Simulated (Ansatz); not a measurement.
# SnTe: how the settings move a single-point run

Question: which choices in the input matter for SnTe?

Computed with Ansatz 0.2.0 (reference: DFT, PBE, PAW with Ansatz's default frozen-core files, scalar-relativistic, unless a step's input says otherwise).

## 1. The structure to begin with

It takes space group Fm-3m (No. 225, cubic). The conventional cell has a = 6.206 Å, b = 6.206 Å, c = 6.206 Å, α = 90.00°, β = 90.00°, γ = 90.00°. Sn (site symmetry m-3m) is surrounded by 6 Te at 3.10 Å. Te (site symmetry m-3m) is surrounded by 6 Sn at 3.10 Å.

As a file:

```cif
data_structure
_symmetry_space_group_name_H-M 'P 1'
_symmetry_Int_Tables_number 1
_cell_length_a 4.3883
_cell_length_b 4.3883
_cell_length_c 4.3883
_cell_angle_alpha 60.000
_cell_angle_beta 60.000
_cell_angle_gamma 60.000
_cell_volume 59.75
loop_
_atom_site_label
_atom_site_type_symbol
_atom_site_fract_x
_atom_site_fract_y
_atom_site_fract_z
_atom_site_occupancy
Sn1 Sn 0.00000 0.00000 0.00000 1
Te1 Te 0.50000 0.50000 0.50000 1
```

## 2. The reference run

File input.yaml:

```yaml
crystal:
  lattice:
    - [0.0, 3.1029896626, 3.1029896626]
    - [3.1029896626, 0.0, 3.1029896626]
    - [3.1029896626, 3.1029896626, 0.0]
  atoms:
    - { symbol: Sn, position: [0.0, 0.0, 0.0] }
    - { symbol: Te, position: [0.5, 0.5, 0.5] }
kpoints:
  mp_grid: { grid: [11, 11, 11] }
scf:
  occupations: { method: fermi_dirac, width: 0.08 }
hamiltonian:
  xc: pbe
  pseudopotentials: { kind: paw }
output:
  forces: true
  stress: true
  eigenvalues: true
  efg: { contact_densities: true }
```

Started as:

```sh
$ ansatz run input.yaml --threads 1 --pin off --max-ram 2048MiB --backend cpu --events-out ev --progress --plain --runs-dir out
```

## 3. Variant: xc pbesol

Edit input.yaml of step 2 so:

```diff
@@ -13,3 +13,3 @@
 hamiltonian:
-  xc: pbe
+  xc: pbesol
   pseudopotentials: { kind: paw }
```

Q: Predict the outcome of this session. Wanted: for each run, ending; energy change; pressure; gap; force.

**Answer**, as computed:

| run | ending | energy change | pressure (GPa) | gap (eV) | force (eV/Å) | cycles | time |
| --- | --- | --- | --- | --- | --- | --- | --- |
| reference | converged | - | 4.8 | 0.45 | 0.00 | 6 | 7 s |
| 1: xc pbesol | converged | not comparable | 2.0 | 0.45 | 0.00 | 6 | 6.2 s |

Residual by cycle in the longest SCF loop of each run; runs are numbered as in the table. The quantity is the density residual dr2, in eV.

| cycle | reference | run 1 |
| --- | --- | --- |
| 1 | 3.8e-4 | 0.00208 |
| 2 | 9.8e-5 | 3.3e-4 |
| 3 | 2.7e-5 | 2.8e-5 |
| 4 | 2.4e-6 | 2.6e-6 |
| 5 | 5.8e-7 | 4.4e-8 |
| 6 | 1.9e-8 | 2.8e-10 |

**Reading.** A change of functional puts the total energy on another scale; the pressure goes from 4.8 to 2.0 GPa. At this fixed cell a lower pressure means that this functional prefers a smaller volume than the reference. The gap of the reference lacks spin-orbit coupling, though the cell holds Te.
